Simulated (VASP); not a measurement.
InPd:

```
In Pd
1.0
     3.27188    0.00000    0.00000
     0.00000    3.27188    0.00000
     0.00000    0.00000    3.27188
In Pd
1 1
Direct
  0.00000 0.00000 0.00000
  0.50000 0.50000 0.50000
```

The cell comes from a database or a generator and needn't be the stable form of this composition.

| Quantity | Value |
| --- | --- |
| Program | VASP 6.6.1 |
| Task | relaxation of cell and atoms |
| Functional | BLYP |
| Potentials or basis | VASP PAW PBE potentials, release 64 (In_d, Pd) |
| Cutoff | 600 eV |
| k mesh | 8 × 8 × 8 |
| Occupations | fermi-dirac, width 0.05 eV |
| Spin | no spin polarisation |

At the start: pressure 11.8 GPa; volume 17.51 Å³/atom.

Q: How do energy, volume and symmetry change on relaxing?

A: Over 3 steps the energy falls by 67.1 meV/atom and the volume is 19.55 Å³/atom (+11.6 %); space group Pm-3m (No. 221, to 0.05 Å).

Step by step:
```csv
step,energy change (eV),largest force (eV/Å),pressure (GPa),volume (Å³)
1,0.0000,0.0000,11.84,35.03
2,-0.0868,0.0000,-4.88,42.00
3,-0.1343,0.0000,0.05,39.10
```

Final structure:
```
CELL_PARAMETERS angstrom
3.39401 0.00000 0.00000
0.00000 3.39401 0.00000
0.00000 0.00000 3.39401
ATOMIC_POSITIONS crystal
In 0.00000 0.00000 0.00000
Pd 0.50000 0.50000 0.50000
```

Caveat: the PAW data sets were made with another functional, which shifts forces and pressure a little.
